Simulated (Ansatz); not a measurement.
AlGaN2:

```xyz
4
Lattice="3.1409 0.0000 0.0000 0.0000 3.1409 0.0000 0.0000 0.0000 4.4238" Properties=species:S:1:pos:R:3 pbc="T T T"
Ga    0.0000    0.0000    0.0000
Al    1.5704    1.5704    2.2119
N     0.0000    1.5704    1.1579
N     1.5704    0.0000    3.2660
```

The cell comes from a database or a generator and needn't be the stable form of this composition.

Base run:

```yaml
Program: Ansatz 0.2.0
Functional: PBE0
Potentials_or_basis: Ansatz PAW
Cutoff: "420 eV (not typed: the program's choice for these potentials)"
k_mesh: 6 × 6 × 4
Occupations: fermi-dirac, width 0.05 eV
Spin: no spin polarisation
```

Its results: band gap on the k mesh 4.85 eV, direct; pressure -0.8 GPa; largest force 0.128 eV/Å.

The run is repeated on the same cell with these changes: functional from PBE0 to HSE06. What comes out?

Band gap on the k mesh 4.15 eV, direct; pressure -0.7 GPa; largest force 0.124 eV/Å.

Caveats: the PAW data sets come from PBE, with cores solved anew for the run's functional, which leaves a small shift of forces and pressure; the thresholds are loose for stress.
